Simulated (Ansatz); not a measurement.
The system is BaTiO3.

```
Ba Ti O
1.0
     3.99980    0.00000    0.00000
     0.00000    3.99980    0.00000
     0.00000    0.00000    4.01800
Ba Ti O
1 1 3
Direct
  0.00000 0.00000 0.00000
  0.50000 0.50000 0.49000
  0.00000 0.50000 0.51700
  0.50000 0.00000 0.51700
  0.50000 0.50000 0.01900
```

Base run:

```yaml
Program: Ansatz 0.2.0
Functional: revPBE
Potentials_or_basis: Ansatz PAW
Cutoff: "420 eV (not typed: the program's choice for these potentials)"
k_mesh: 7 × 7 × 7
Occupations: fermi-dirac, width 0.05 eV
Spin: no spin polarisation
```

Its results: band gap on the k mesh 1.96 eV, indirect (least direct gap 2.11 eV); pressure 5.5 GPa; largest force 0.297 eV/Å.

Question: The run is repeated on the same cell with these changes: functional from revPBE to BLYP. What comes out?

Answer: Band gap on the k mesh 1.96 eV, indirect (least direct gap 2.11 eV); pressure 8.0 GPa; largest force 0.269 eV/Å.

Caveats: the k mesh misses the band edges, so the gap on the mesh is wider than the one along the path; spin-orbit coupling is left out, which moves the levels of the heavy elements; the PAW data sets come from PBE, with cores solved anew for the run's functional, which leaves a small shift of forces and pressure.
